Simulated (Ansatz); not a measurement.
The system is TaN.

```
CELL_PARAMETERS angstrom
2.73231 0.00000 0.00000
0.00000 2.73231 0.00000
0.00000 0.00000 2.73231
ATOMIC_POSITIONS crystal
Ta 0.00000 0.00000 0.00000
N 0.50000 0.50000 0.50000
```

The cell comes from a database or a generator and needn't be the stable form of this composition.

```yaml
Program: Ansatz 0.2.0
Task: relaxation of cell and atoms
Functional: B3LYP
Potentials_or_basis: Ansatz PAW
Cutoff: "420 eV (not typed: the program's choice for these potentials)"
k_mesh: 5 × 5 × 5
Occupations: fermi-dirac, width 0.05 eV
Spin: no spin polarisation
```

At the start: volume 10.20 Å³/atom.

Q: Where does the relaxation end?

A: It ends after 7 steps and the volume is 10.54 Å³/atom (+3.4 %); space group Pm-3m (No. 221, to 0.05 Å).

The path:
| step | energy change (eV) | largest force (eV/Å) | volume (Å³) |
| --- | --- | --- | --- |
| 1 | 0.0000 | 0.0000 | 20.40 |
| 2 | -0.0130 | 0.0000 | 21.46 |
| 3 | -0.0211 | 0.0000 | 21.09 |
| 4 | -0.0211 | 0.0000 | 21.07 |
| 5 | -0.0235 | 0.0000 | 21.07 |
| 6 | -0.0234 | 0.0000 | 21.08 |
| 7 | -0.0234 | 0.0000 | 21.08 |

Final structure:
```
Ta N
1.0
     2.76253    0.00000    0.00000
     0.00000    2.76253    0.00000
     0.00000    0.00000    2.76253
Ta N
1 1
Direct
  0.00000 0.00000 0.00000
  0.50000 0.50000 0.50000
```

Caveat: the k mesh is coarse (spacing up to 0.46 Å⁻¹), so the values aren't converged, least of all with exact exchange; the plane-wave basis is chosen anew once the cell has moved, so the energies of steps on either side of that aren't comparable; the pressure holds a Pulay correction of +0.5 GPa for the finite cutoff; the PAW data sets come from PBE, with cores solved anew for the run's functional, which leaves a small shift of forces and pressure.
